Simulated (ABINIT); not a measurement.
Pb:

```
CELL_PARAMETERS angstrom
0.00000 2.47502 2.47502
2.47502 0.00000 2.47502
2.47502 2.47502 0.00000
ATOMIC_POSITIONS crystal
Pb 0.00000 0.00000 0.00000
```

Base run:

- Program: ABINIT 10.8.3 (patched build)
- Functional: LDA
- Potentials or basis: PseudoDojo NC SR LDA v0.4 stringent
- Cutoff: 980 eV
- k mesh: 9 × 9 × 9
- Occupations: fermi-dirac, width 0.05 eV
- Spin: no spin polarisation

Its results: band gap on the k mesh none (metal or under the smearing width); pressure -2.9 GPa.

Task: After a change of settings the same cell gave: band gap on the k mesh none (metal or under the smearing width); pressure -2.2 GPa. Which change was it?
A. functional from LDA to SOGGA; potentials or basis from PseudoDojo NC SR LDA v0.4 stringent to JTH PAW PBE v2.0 sp; cutoff from 980 eV to 408 eV; valence electrons from 22 to 4
B. potentials or basis from PseudoDojo NC SR LDA v0.4 stringent to PseudoDojo NC SR LDA v0.4.1 standard; cutoff from 980 eV to 762 eV; valence electrons from 22 to 14
C. functional from LDA to PBE; potentials or basis from PseudoDojo NC SR LDA v0.4 stringent to JTH PAW PBE v2.0 sp; cutoff from 980 eV to 408 eV; valence electrons from 22 to 4
D. functional from LDA to AM05; potentials or basis from PseudoDojo NC SR LDA v0.4 stringent to JTH PAW PBE v2.0 sp; cutoff from 980 eV to 408 eV; valence electrons from 22 to 4

Result: B.

Not every run made on this cell is shown here.
